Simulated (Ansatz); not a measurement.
## CaO: which shells make which states

```xyz
2
Lattice="0.0000 2.4490 2.4490 2.4490 0.0000 2.4490 2.4490 2.4490 0.0000" Properties=species:S:1:pos:R:3 pbc="T T T"
Ca    0.0000    0.0000    0.0000
O     2.4490    2.4490    2.4490
```

Atoms are numbered in the order listed.

The conventional cell has a = 4.898 Å, b = 4.898 Å, c = 4.898 Å, α = 90.00°, β = 90.00°, γ = 90.00°. Ca (atom 1) is surrounded by 6 O at 2.45 Å. O (atom 2) has 6 Ca at 2.45 Å as nearest neighbours.

The geometry is COD entry 9006719, unchecked; take it as a test cell. It was measured hot, at 1427 K.

These are results of DFT, PBE, all-electron LAPW, scalar-relativistic (Ansatz 0.2.0), not measurements.

Sampling and basis: a Γ-centred 9×9×9 k mesh, Fermi–Dirac smearing of 0.03 eV, basis error target 0.25 meV/atom, no spin polarisation.

Weights are projections on a minimal set of Löwdin-orthogonalised atomic shells, summed over atoms of an element; the rest lies outside that basis, and weights on diffuse cation s shells are inflated where empty shells are missing from it. Energies are in eV from the valence-band top.

Points: W (0.500, 0.250, 0.750), X (0.500, 0.000, 0.500).

```tsv
state	character
W, -1.19 eV	?
W, -1.05 eV (×2)	?
X, -1.32 eV	?
X, -0.38 eV (×2)	?
```

(1) Give the missing entry: row "X, -0.38 eV (×2)", column "character".

(2) Fill in "character" for the row "X, -1.32 eV".

(3) Give the missing entry: row "W, -1.05 eV (×2)", column "character".

(4) Give the missing entry: row "W, -1.19 eV", column "character".

Results:

(1) O 2p 97 %.

(2) O 2p 93 %.

(3) O 2p 92 %.

(4) O 2p 90 %, Ca 4s 6 %.
